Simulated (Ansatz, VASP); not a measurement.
# Si25H7Cl3: VASP beside Ansatz, part 2 of 2

One calculation is typed for both programs; each brings its own data sets. How far apart do they land? The cell is taken from a series of runs on this material, whose earlier steps may have relaxed, scaled, displaced or heated it; both programs get it as it stands.

VASP 6.6.1 and Ansatz 0.2.0.

So far: Set-up; VASP: single point, PBE.

**3. Ansatz: single point, PBE**

Level of this step: Ansatz beside VASP: Kohn-Sham DFT, plane waves, PBE (Ansatz).

Ansatz runs on its default PAW (the set named soft_2) files.

The same cell, functional, mesh and smearing now go to Ansatz, which takes its cutoff from its data sets.

The input, input.yaml:

```yaml
crystal:
  lattice:
    - [7.6791796437, 0.0, 0.0]
    - [3.8395898218, 6.6503646517, 0.0]
    - [0.0, 0.0, 25.3684769138]
  atoms:
    - { symbol: Cl, position: [0.1407376769, 0.1460796644, 0.7391854962] }
    - { symbol: Cl, position: [0.7131826588, 0.1407376769, 0.7391854962] }
    - { symbol: Cl, position: [0.1460796644, 0.7131826588, 0.7391854962] }
    - { symbol: Si, position: [0.0, 0.0, 0.7082200552] }
    - { symbol: H, position: [0.503382449, -0.007792596, 0.6710590079] }
    - { symbol: H, position: [-0.007792596, 0.504410147, 0.6710590079] }
    - { symbol: H, position: [0.504410147, 0.503382449, 0.6710590079] }
    - { symbol: Si, position: [0.0, 0.0, 0.6143252904] }
    - { symbol: Si, position: [0.5003132717, -0.0009796841, 0.6121289636] }
    - { symbol: Si, position: [-0.0009796841, 0.5006664124, 0.6121289636] }
    - { symbol: Si, position: [0.5006664124, 0.5003132717, 0.6121289636] }
    - { symbol: Si, position: [0.8336504757, 0.332969223, 0.5820013988] }
    - { symbol: Si, position: [0.3333333333, 0.3333333333, 0.5825024781] }
    - { symbol: Si, position: [0.8333803014, 0.8336504757, 0.5820013988] }
    - { symbol: Si, position: [0.332969223, 0.8333803014, 0.5820013988] }
    - { symbol: Si, position: [0.8341698593, 0.3318505543, 0.4888682927] }
    - { symbol: Si, position: [0.3333333333, 0.3333333333, 0.4892800841] }
    - { symbol: Si, position: [0.8339795864, 0.8341698593, 0.4888682927] }
    - { symbol: Si, position: [0.3318505543, 0.8339795864, 0.4888682927] }
    - { symbol: Si, position: [0.1670013807, 0.1668389943, 0.4573306973] }
    - { symbol: Si, position: [0.666159625, 0.1670013807, 0.4573306973] }
    - { symbol: Si, position: [0.1668389943, 0.666159625, 0.4573306973] }
    - { symbol: Si, position: [0.6666666667, 0.6666666667, 0.4578686391] }
    - { symbol: Si, position: [0.1666666667, 0.1666666667, 0.364379502] }
    - { symbol: Si, position: [0.6666666667, 0.1666666667, 0.364379502] }
    - { symbol: Si, position: [0.1666666667, 0.6666666667, 0.364379502] }
    - { symbol: Si, position: [0.6666666667, 0.6666666667, 0.364379502] }
    - { symbol: Si, position: [0.0, 0.0, 0.333484743] }
    - { symbol: Si, position: [0.5, 0.0, 0.333484743] }
    - { symbol: Si, position: [0.0, 0.5, 0.333484743] }
    - { symbol: Si, position: [0.5, 0.5, 0.333484743] }
    - { symbol: H, position: [0.0, 0.0, 0.275933002] }
    - { symbol: H, position: [0.5, 0.0, 0.275933002] }
    - { symbol: H, position: [0.0, 0.5, 0.275933002] }
    - { symbol: H, position: [0.5, 0.5, 0.275933002] }
kpoints:
  mp_grid: { grid: [3, 3, 1] }
scf:
  occupations: { method: fermi_dirac, width: 0.02 }
  n_extra_bands: 39
hamiltonian:
  xc: pbe
  pseudopotentials: { kind: paw }
output:
  forces: true
  write_potential: true
  volumetric_format: []
  dos:
    projected:
      site_lists:
        adsorbate: [3, 0, 1, 2, 4, 5, 6]
        layer_1: [7, 8, 9, 10]
        layer_2: [11, 12, 13, 14]
        layer_3: [15, 16, 17, 18]
        middle: [19, 20, 21, 22]
        other_layers: [23, 24, 25, 26, 27, 28, 29, 30, 31, 32, 33, 34]
    de: 0.05
    e_range: [-30, 12]
    method: { smearing: { sigma: 0.12, scheme: gaussian } }
  eigenstates:
    kpoints:
      - [0.33333333, -0.33333333, 0.0]
      - [0.25, -0.375, 0.0]
      - [0.16666667, -0.41666667, 0.0]
      - [0.08333333, -0.45833333, 0.0]
      - [0.0, 0.5, 0.0]
      - [-0.08333333, 0.45833333, 0.0]
      - [-0.16666667, 0.41666667, 0.0]
      - [-0.25, 0.375, 0.0]
      - [-0.33333333, 0.33333333, 0.0]
      - [-0.41666667, 0.29166667, 0.0]
      - [0.5, 0.25, 0.0]
      - [0.41666667, 0.20833333, 0.0]
      - [0.33333333, 0.16666667, 0.0]
      - [0.25, 0.125, 0.0]
      - [0.16666667, 0.08333333, 0.0]
      - [0.08333333, 0.04166667, 0.0]
      - [0.0, 0.0, 0.0]
      - [0.07142857, 0.0, 0.0]
      - [0.14285714, 0.0, 0.0]
      - [0.21428571, 0.0, 0.0]
      - [0.28571429, 0.0, 0.0]
      - [0.35714286, 0.0, 0.0]
      - [0.42857143, 0.0, 0.0]
      - [0.5, 0.0, 0.0]
      - [-0.42857143, 0.0, 0.0]
      - [-0.35714286, 0.0, 0.0]
      - [-0.28571429, 0.0, 0.0]
      - [-0.21428571, 0.0, 0.0]
      - [-0.14285714, 0.0, 0.0]
      - [-0.07142857, 0.0, 0.0]
      - [0.04166667, 0.08333333, 0.0]
      - [0.08333333, 0.16666667, 0.0]
      - [0.125, 0.25, 0.0]
      - [0.16666667, 0.33333333, 0.0]
      - [0.20833333, 0.41666667, 0.0]
      - [0.25, 0.5, 0.0]
      - [0.29166667, -0.41666667, 0.0]
    e_range: [-8.0, 6.0]
    unfold:
      supercell_matrix: [[2, 0, 0], [0, 2, 0], [0, 0, 1]]
      layers:
        axis: 3
        edges: [0.118257, 0.361459, 0.411063, 0.604055, 0.64269, 0.896859]
efield:
  axis: 3
  dipole_correction: true
```

Started as:

```
ansatz run input.yaml --threads 8 --pin off --max-ram 24576MiB --backend cpu --events-out ev --progress --plain --runs-dir out
```

Numbers of over 12 decimals in the logs are rounded to 6 here.

What it wrote:

```text
scf.n_extra_bands = 39 over 64 filled bands (N_el = 128.0): the run solves 103 bands
Engine: ansatz 0.2.0, aarch64-unknown-linux-gnu
Pseudopotentials: kind: paw
Pseudopotential: Cl, paw, valence charge 7, recommended cutoff 420 eV (normal), Cl.paw.azcp
Pseudopotential: Si, paw, valence charge 4, recommended cutoff 420 eV (normal), Si.paw.azcp
Pseudopotential: H, paw, valence charge 1, recommended cutoff 420 eV (normal), H.paw.azcp
Functional definition: PBE
  parameter kappa = 0.804
  parameter beta = 0.066725
  exchange = pbe_x(kappa = kappa, mu = beta*pi^2/3)
  correlation = pbe_c(beta = beta)
Crystal: 35 atoms, lattice volume = 1295.551 Å³
Basis set: ecut = 420 eV, 25279 PW (Γ), exchange–correlation on 108×108×360 points (8 copies of the dense FFT grid, shifted against one another)
Bands: 103, of which v1, the nominal top of the filled ones, is band 64 counted from 1 (63 counted from 0)
Symmetry: 3 space group operations
Space group: P3 (ITA 143), of the structure as read, at distance tolerance 1.1e-4 Å
k-points: 3 of 9 (time reversal used)
Non-local potential: Cl, projectors of the file, l = 0: 2, l = 1: 2, l = 2: 2
Non-local potential: Si, projectors of the file, l = 0: 2, l = 1: 2, l = 2: 2
Non-local potential: H, projectors of the file, l = 0: 2, l = 1: 1
PAW form: soft (Blöchl's): semilocal exchange-correlation on the pseudo side does not see the compensation charge
PAW one-centre angular grid: Cl, 110 points (default); XC on 64 Gauss nodes
PAW one-centre angular grid: Si, 110 points (default); XC on 64 Gauss nodes
PAW one-centre angular grid: H, 110 points (default); XC on 64 Gauss nodes
Initial density: superposition of atomic densities (neutral atoms: chi_scale 0, normalization atom), corrected by the library's trained network
Initial wavefunctions: pseudopotential atomic-orbital guess
Functional: x = pbe(κ = 0.804, μ = 0.219515), c = pbe(β = 0.066725)
SCF iter   1: F=—  HF=-19248.557144 eV  |F-HF|=—  |Δ(HF+E_count)|=         —  Δρ=1.86e-3  dr2=4.53e-1  ethr=1.77e-3  p=-0.239 e·Å  D=-3.34e-2 V/Å  ΔV_dip=0.85 eV  dr2_dipole=7.65e-3  V_vac-E_F(+/−)=4.56/3.71 eV  ⟨swp⟩=8.7  Hψ=1749  notcnv=0  defer=37
efield: sawtooth ramp at fractional position 0.9576 (placed from the atoms, in the widest stretch of the axis that holds none; the zero of the levels goes with the place), width 0.1000; the density the first Hamiltonian is built on has a dipole p = -0.239 e·Å; the dipole correction subtracts the counter field D = -3.34e-2 V/Å, which shifts the + side's vacuum level by +0.85 eV against the − side's; the planar-averaged density in the ramp window peaks in size at 1.5e-5 e/Å³
preconditioner: auto → Resta (q_TF=auto, 1.855 Å⁻¹)  ε∞=2.8  [insulator: Δε(μ)=1.151 eV  Ē_g=8.434 eV  σ=0.020 eV  W_gap=1.00  n_scr=134 (ndim 8)  ℏωp=11.4 eV  f_vac=0.466  D(μ)=0.00/eV (n_scr^D=0)  ε∞_Penn≈2.8  vacuum switching on, ρ_ref=5.2e-3 e/Å³]
SCF iter   2: F=—  HF=-19248.494904 eV  |F-HF|=—  |Δ(HF+E_count)|=   6.22e-2  Δρ=8.17e-4  dr2=3.84e-2  ethr=3.54e-4  p=-0.180 e·Å  D=-2.51e-2 V/Å  ΔV_dip=0.64 eV  dr2_dipole=4.18e-3  V_vac-E_F(+/−)=4.81/4.17 eV  ⟨swp⟩=3.0  Hψ=400  notcnv=0  defer=97
SCF iter   3: F=—  HF=-19248.490816 eV  |F-HF|=—  |Δ(HF+E_count)|=   4.09e-3  Δρ=3.63e-4  dr2=3.14e-3  ethr=3.00e-5  p=-0.213 e·Å  D=-2.97e-2 V/Å  ΔV_dip=0.75 eV  dr2_dipole=5.33e-4  V_vac-E_F(+/−)=4.82/4.07 eV  ⟨swp⟩=3.0  Hψ=336  notcnv=0  defer=97
SCF iter   4: F=—  HF=-19248.491738 eV  |F-HF|=—  |Δ(HF+E_count)|=   9.22e-4  Δρ=1.89e-4  dr2=1.70e-3  ethr=2.45e-6  p=-0.195 e·Å  D=-2.73e-2 V/Å  ΔV_dip=0.69 eV  dr2_dipole=4.93e-4  V_vac-E_F(+/−)=4.81/4.12 eV  ⟨swp⟩=2.3  Hψ=397  notcnv=0  defer=97
SCF iter   5: F=—  HF=-19248.492062 eV  |F-HF|=—  |Δ(HF+E_count)|=   3.24e-4  Δρ=4.69e-5  dr2=3.81e-5  ethr=1.33e-6  p=-0.203 e·Å  D=-2.83e-2 V/Å  ΔV_dip=0.72 eV  dr2_dipole=1.63e-6  V_vac-E_F(+/−)=4.84/4.12 eV  ⟨swp⟩=2.3  Hψ=340  notcnv=0  defer=97
SCF iter   6: F=—  HF=-19248.492068 eV  |F-HF|=—  |Δ(HF+E_count)|=   5.31e-6  Δρ=1.96e-5  dr2=6.12e-6  ethr=2.98e-8  p=-0.202 e·Å  D=-2.82e-2 V/Å  ΔV_dip=0.72 eV  dr2_dipole=1.03e-8  V_vac-E_F(+/−)=4.84/4.13 eV  ⟨swp⟩=2.0  Hψ=457  notcnv=0  defer=97
SCF iter   7: F=—  HF=-19248.492073 eV  |F-HF|=—  |Δ(HF+E_count)|=   5.48e-6  Δρ=4.97e-6  dr2=5.61e-7  ethr=4.78e-9  p=-0.202 e·Å  D=-2.82e-2 V/Å  ΔV_dip=0.71 eV  dr2_dipole=2.79e-10  V_vac-E_F(+/−)=4.84/4.13 eV  ⟨swp⟩=2.0  Hψ=392  notcnv=0  defer=97
SCF iter   8: F=-19248.492073 eV  HF=-19248.492073 eV  |F-HF|=2.08e-8  |Δ(HF+E_count)|=   1.28e-7  Δρ=1.83e-6  dr2=4.51e-8  ethr=7.81e-11  p=-0.202 e·Å  D=-2.81e-2 V/Å  ΔV_dip=0.71 eV  dr2_dipole=2.03e-11  V_vac-E_F(+/−)=4.84/4.13 eV  ⟨swp⟩=22.0  Hψ=3244  notcnv=0
SCF 1 converged in 8 iterations: F = -19248.492073 eV  dr2 = 4.51e-8
  greatest PAW one-centre occupation: 0.911 electrons in one spin orbital (limit 2), on the Cl atom at site 1 (counted from 0), in its partial waves of l = 0
NSCF: frozen V_eff on 37 k-points
efield: sawtooth ramp at fractional position 0.9576 (kept from the solve that this one continues, or follows in the run), width 0.1000; the density the first Hamiltonian is built on has a dipole p = -0.202 e·Å; the dipole correction subtracts the counter field D = -2.81e-2 V/Å, which shifts the + side's vacuum level by +0.71 eV against the − side's; the planar-averaged density in the ramp window peaks in size at 1.2e-6 e/Å³
WARN: The output density's exchange-correlation potential varies sharply where the density is thin. Do not read a vacuum level from v_tot or v_xc, or from such a field of the output density. On a cell that repeats whose density bears no net charge and no dipole along the vacuum's axis use v_es (v_loc + v_h of the components); under efield.dipole_correction with no amplitude use v_es + v_field, which holds any externa [...]
SCF converged after 8 iterations
Free energy (F): -19248.492073 eV
Harris-Foulkes:  -19248.492073 eV  (|F-HF|=2.08e-8)
Internal energy: -19248.492073 eV  (E = F + TS)
E sigma→0 (E₀):  -19248.492073 eV
Fermi energy:    0.423409 eV
Dipole field:    D = -0.028144 V/Å  (p = -0.201503 e·Å, saw-weighted, corrected)
Work function:   Φ+ = 4.8408 eV   Φ− = 4.1268 eV
Levels:          The Fermi level and band energies are counted from a zero that moves with the ramp; work functions are not
--- Per-component energies (eV) ---
  E_band       = -702.325388
  E_kinetic    = 1587.610369
  E_local      = -32123.823142  (includes V_loc(G=0)·N_el)
  E_nonlocal   = 745.352317
  E_hartree    = 15378.427074
  E_xc         = -1761.212146
  E_vxc        = -1611.700530  (∫ρ·V_xc dr)
  E_paw        = -14802.189343  (= ΣΔE_a)
  E_vpaw       = -57.987299  (= ΣTr[D̂ρ^β])
  E_aug_tail   = -0.008309  (compensation charges beyond the density's cutoff)
  E_efield     = 0.002836  (sawtooth field / dipole correction)
  E_vefield    = 1.384203  (∫n·V_field dr)
  E_ewald      = 11727.348270
  E_smearing   = -0.000000  (= −TS)
  E_closure    = 0.000000  (closes the sum)
  Σ components = -19248.492073   (vs F -19248.492073, Δ=0.00e0)
--- Forces (eV/Å), atoms counted from 1 ---
  atom   1  Cl     0.00209584    -0.00149354    -0.00006632
  atom   2  Cl     0.00024553     0.00256182    -0.00006632
  atom   3  Cl    -0.00234137    -0.00106828    -0.00006632
  atom   4  Si     0.00000000     0.00000000     0.00002312
  atom   5  H      0.00028049     0.00089806     0.00106389
  atom   6  H      0.00063749    -0.00069194     0.00106389
  atom   7  H     -0.00091798    -0.00020612     0.00106389
  atom   8  Si    -0.00000000    -0.00000000    -0.00199556
  atom   9  Si     0.00029744    -0.00111254    -0.00141311
  atom  10  Si    -0.00111220     0.00029868    -0.00141311
  atom  11  Si     0.00081477     0.00081386    -0.00141311
  atom  12  Si     0.00059406    -0.00509472     0.00008463
  atom  13  Si     0.00000000     0.00000000    -0.00399104
  atom  14  Si     0.00411512     0.00306183     0.00008463
  atom  15  Si    -0.00470919     0.00203289     0.00008463
  atom  16  Si    -0.00013893     0.00228323     0.00082114
  atom  17  Si    -0.00000000    -0.00000000     0.00069072
  atom  18  Si    -0.00190787    -0.00126194     0.00082114
  atom  19  Si     0.00204681    -0.00102130     0.00082114
  atom  20  Si     0.00093644     0.00134374     0.00017465
  atom  21  Si    -0.00163194     0.00013911     0.00017465
  atom  22  Si     0.00069549    -0.00148286     0.00017465
  atom  23  Si     0.00000000     0.00000000    -0.00336538
  atom  24  Si     0.00887424     0.00398332    -0.09475673
[...]
atom  28  Si     0.00000000     0.00000000     0.85626863
  atom  29  Si    -0.00042855     0.01005218     0.84884156
  atom  30  Si     0.00891972    -0.00465495     0.84884156
  atom  31  Si    -0.00849116    -0.00539723     0.84884156
  atom  32  H     -0.00000000     0.00000000    -0.77616763
  atom  33  H      0.00032573    -0.00543750    -0.77775587
  atom  34  H     -0.00487188     0.00243666    -0.77775587
  atom  35  H      0.00454615     0.00300084    -0.77775587
  max |Σ_I F_I| component: 1.01e-4 eV/Å
--- Band table (eV) ---
  k-point 0: bands = [... 60 lower, -0.5855, -0.5855, -0.1409, -0.1409, 0.9959, 0.9959, 0.9959, 1.5087, ... 35 higher]
  k-point 1: bands = [... 60 lower, -1.2871, -1.1794, -1.0823, -0.5397, 1.1355, 1.7576, 1.8075, 1.8149, ... 35 higher]
  k-point 2: bands = [... 60 lower, -2.0475, -1.2933, -1.2655, -1.2299, 2.2094, 2.2502, 2.2520, 2.4356, ... 35 higher]
```

**4. Comparison**

Known differences besides the potentials themselves: the cutoff is 420 eV in Ansatz and 400 eV in VASP (PREC = Accurate, projectors in real space). Total energies have different zeros and are not compared.

Both answers:

```
              quantity  Ansatz   VASP  difference
gap on the k mesh (eV)   1.137  1.139      -0.002
```

Forces on 10 of the 35 atoms, those with the largest forces and the largest differences (eV/Å; atoms numbered as in POSCAR):

```
atom         Ansatz x, y, z            VASP x, y, z
 Cl1   0.002, -0.001, 0.000  -0.034, -0.023, -0.017
 Cl3  -0.002, -0.001, 0.000   -0.003, 0.041, -0.017
 Si4    0.000, 0.000, 0.000     0.000, 0.000, 0.048
Si25    0.000, 0.000, 0.856     0.000, 0.000, 0.852
Si26    0.000, 0.010, 0.849     0.000, 0.010, 0.845
Si27   0.009, -0.005, 0.849    0.009, -0.005, 0.845
Si28  -0.008, -0.005, 0.849   -0.008, -0.005, 0.845
 H33  0.000, -0.005, -0.778   0.000, -0.005, -0.771
 H34  -0.005, 0.002, -0.778   -0.005, 0.002, -0.771
 H35   0.005, 0.003, -0.778    0.005, 0.003, -0.771
```

The forces differ by 9.1 meV/Å r.m.s., which is 4.1 % of the r.m.s. force of 0.224 eV/Å (both taken over all components). A gap on the mesh is an upper bound, since the band edges may lie between its points. Where the cell holds vacuum, a pressure given here is an average over it and none of the material.

**5. Results**

```
r.m.s. force difference (single point, PBE) : 4.1 % of the r.m.s. force
```

The r.m.s. force difference is 4.1 % of the r.m.s. force (single point, PBE), beyond the 3 % picked in this series as the mark of a large difference. How closely two codes agree says nothing of how well the functional describes the real material.

[Lines on the potential files, build, host, timing and source positions are cut from VASP's logs without a mark.]

[Logs are printed without paths, hosts, clocks, repeated set-up lines and the standing remarks that a program may print on its own settings, such as how far it seeks lower states.]

[Hosts, paths, dates, database ids (printed as entryN), source tags and the programs' standing remarks are cut or masked in the printed files.]
